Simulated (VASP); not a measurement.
Wanted: the native input for a VASP 6.6.1 run.

```yaml
Task: single point
Functional: PBEsol
Potentials_or_basis: VASP PAW PBE potentials, release 64 (Al, N)
Cutoff: 450 eV
k_mesh: 3 × 3 × 2
Occupations: gaussian, width 0.03 eV
Spin: collinear spin, ferromagnetic start
Fixed_moment: 0 μB
Dq: -1
Further_INCAR_settings: LREAL = Auto; ALGO = Normal; EDIFF = 1e-05; NELECT = 124.0
```

The structure of Al16N15 (a cell with a defect) lies in POSCAR:

```
Al16N15
1.0
    6.2200008610      0.0000000000      0.0000000000
   -3.1100004305      5.3866787572      0.0000000000
    0.0000000000      0.0000000000      9.9600000000
Al N
16 15
Direct
    0.3333333333      0.1666666667      0.0000000000
    0.3333333333      0.1666666667      0.5000000000
    0.3333333333      0.6666666667      0.0000000000
    0.3333333333      0.6666666667      0.5000000000
    0.8333333333      0.1666666667      0.0000000000
    0.8333333333      0.1666666667      0.5000000000
    0.8333333333      0.6666666667      0.0000000000
    0.8333333333      0.6666666667      0.5000000000
    0.1666666667      0.3333333333      0.2500000000
    0.1666666667      0.3333333333      0.7500000000
    0.1666666667      0.8333333333      0.2500000000
    0.1666666667      0.8333333333      0.7500000000
    0.6666666667      0.3333333333      0.2500000000
    0.6666666667      0.3333333333      0.7500000000
    0.6666666667      0.8333333333      0.2500000000
    0.6666666667      0.8333333333      0.7500000000
    0.3333333333      0.1666666667      0.6910000000
    0.3333333333      0.6666666667      0.1910000000
    0.3333333333      0.6666666667      0.6910000000
    0.8333333333      0.1666666667      0.1910000000
    0.8333333333      0.1666666667      0.6910000000
    0.8333333333      0.6666666667      0.1910000000
    0.8333333333      0.6666666667      0.6910000000
    0.1666666667      0.3333333333      0.4410000000
    0.1666666667      0.3333333333      0.9410000000
    0.1666666667      0.8333333333      0.4410000000
    0.1666666667      0.8333333333      0.9410000000
    0.6666666667      0.3333333333      0.4410000000
    0.6666666667      0.3333333333      0.9410000000
    0.6666666667      0.8333333333      0.4410000000
    0.6666666667      0.8333333333      0.9410000000
```

The input as run:

INCAR

```
ALGO = Normal
EDIFF = 1E-5
ENCUT = 450
GGA = PS
ISIF = 2
ISMEAR = 0
ISPIN = 2
KPAR = 4
LASPH = T
LCHARG = F
LORBIT = 11
LREAL = Auto
LWAVE = F
MAGMOM = -0.6 0 0 0 0 0 0 0 -0.6 0 -0.6 0 -0.6 0 0 0 0 0 0 0 0 0 0 0 0 0 0 0 0 0 0
NELECT = 124.0
NELM = 120
NUPDOWN = 0
PREC = Accurate
SIGMA = 0.03
```

KPOINTS

```
k-points
0
Gamma
  3 3 2
```

Potentials or basis: VASP PAW PBE potentials, release 64 (Al, N).

Command:

```sh
$ cat potpaw_PBE.64/Al/POTCAR potpaw_PBE.64/N/POTCAR > POTCAR
$ mpirun -np 8 vasp_std > vasp.out
```

Results of the run:

- Largest force: 1.933 eV/Å
- Net moment: 0.00 μB per cell
- Valence electrons inside the program's atomic spheres: Al 0.79, 0.82, 0.81; N 3.85, 3.84

Caveat: the k mesh is coarse (spacing up to 0.39 Å⁻¹), so the values aren't converged; the moment is held away from its start; the PAW data sets were made with another functional, which shifts forces and pressure a little; the total moment is fixed, so each spin has its own Fermi level.

Wall time 63 s on 8 MPI ranks on AMD EPYC 9R45 (Zen 5) (shared host), peak memory 0.38 GiB a rank.
